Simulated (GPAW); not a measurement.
The system is AlN.

```
Al N
1.0
     3.11300    0.00000    0.00000
    -1.55650    2.69594    0.00000
     0.00000    0.00000    4.98100
Al N
2 2
Direct
  0.66667 0.33333 0.50000
  0.33333 0.66667 0.00000
  0.66667 0.33333 0.88000
  0.33333 0.66667 0.38000
```

Base run:

| Quantity | Value |
| --- | --- |
| Program | GPAW 26.7.0 |
| Functional | PW91 |
| Potentials or basis | PAW data sets generated in the run's folder for this functional |
| Cutoff | 800 eV |
| Basis | pw |
| k mesh | 7 × 7 × 4 |
| Occupations | fermi-dirac, width 0.05 eV |
| Spin | no spin polarisation |

Its results: band gap on the k mesh 4.27 eV, direct; pressure 3.8 GPa; largest force 0.130 eV/Å.

**Question.** After a change of settings the same cell gave: band gap on the k mesh 4.56 eV, direct; pressure 6.9 GPa; largest force 0.116 eV/Å. Which change was it?
A. functional from PW91 to LDA; band points from 80 to 60
B. functional from PW91 to TASK; potentials or basis from PAW data sets generated in the run's folder for this functional to GPAW PAW data sets (gpaw-data 1.2.1)
C. functional from PW91 to BLYP
D. functional from PW91 to WC

**Answer.** C.

BLYP binds less tightly than PW91, so the same cell stands under more pressure.
